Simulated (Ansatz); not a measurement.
**Ti: element swaps in one structure**

The task here is to estimate one member of a computed series from the others.

Method: DFT r2SCAN, scalar-relativistic, plane waves, PAW, in Ansatz 0.2.0.

1 further run of the same task is left out (set aside as unsound or not needed).

### The starting structure

Symmetry: P6/mmm, No. 191, hexagonal system. The conventional cell has a = 4.568 Å, b = 4.568 Å, c = 2.825 Å, α = 90.00°, β = 90.00°, γ = 120.00°. Around Ti (site symmetry 6/mmm) lie 14 Ti at 2.82 to 2.99 Å. Ti (site symmetry -6m2) is surrounded by 11 Ti at 2.64 to 2.99 Å.

Coordinates:

```cif
data_structure
_symmetry_space_group_name_H-M 'P6/mmm'
_symmetry_Int_Tables_number 191
_cell_length_a 4.5680
_cell_length_b 4.5680
_cell_length_c 2.8246
_cell_angle_alpha 90.000
_cell_angle_beta 90.000
_cell_angle_gamma 120.000
_cell_volume 51.04
loop_
_atom_site_label
_atom_site_type_symbol
_atom_site_symmetry_multiplicity
_atom_site_Wyckoff_symbol
_atom_site_fract_x
_atom_site_fract_y
_atom_site_fract_z
_atom_site_occupancy
Ti1 Ti 1 a 0.00000 0.00000 0.00000 1
Ti2 Ti 2 d 0.33333 0.66667 0.50000 1
```

It goes back to an entry of the Materials Project, which need not be the stable form.

This cell was relaxed beforehand with the same method: volume 17.01 Å³/atom, gap on the mesh none (metal).

The first run:

Input file input.yaml:

```yaml
crystal:
  lattice:
    - [4.8619979598, 0.0, 0.0]
    - [-2.4309989799, 4.2106137463, 0.0]
    - [0.0, 0.0, 3.006338441]
  atoms:
    - { symbol: Zr, position: [0.0, 0.0, 0.0] }
    - { symbol: Zr, position: [0.3333333333, 0.6666666667, 0.5] }
    - { symbol: Zr, position: [0.6666666667, 0.3333333333, 0.5] }
basis:
  ecutwfc: 500
kpoints:
  mp_grid: { grid: [6, 6, 6] }
hamiltonian:
  xc: r2scan
scf:
  occupations: { method: gaussian, width: 0.1 }
output:
  forces: true
  stress: true
  eigenvalues: true
```

The run is started by

```console
$ ansatz run input.yaml --threads 1 --pin off --max-ram 2560MiB --backend cpu --events-out ev --progress --plain --runs-dir out
```

Among the steps run: Quick check of gap, pressure and forces (Zr); Rough relaxation on the coarse mesh (Zr); Relaxing cell and atoms (Zr); A first look at the start (Si); Rough relaxation on the coarse mesh (Si); Relaxing cell and atoms (Si).

One table of the session follows, with a row left open; its other results are not shown here.

It belongs to the step «The crystals compared». Lengths are those of the vectors of the cell that was run:

| swap | volume (Å³/atom) | a (Å) | b (Å) | c (Å) |
| --- | --- | --- | --- | --- |
| none | 17.01 | 4.568 | 4.568 | 2.825 |
| Ti → Hf | 22.06 | 4.974 | 4.974 | 3.089 |
| Ti → Ge | 18.71 | 4.760 | 4.760 | 2.860 |
| Ti → Pb | 31.30 | 5.677 | 5.677 | 3.364 |
| Ti → Zr | 23.14 | 5.038 | 5.038 | 3.158 |
| Ti → Si | ? | ? | ? | ? |

**Question.** Estimate the row for Ti → Si.

**Answer.** volume (Å³/atom): 14.32; a (Å): 4.380; b (Å): 4.380; c (Å): 2.585. In the column «volume (Å³/atom)» it is the lowest.

Lengths are those of the computed cell. Rows of earlier swaps come from the sessions before.
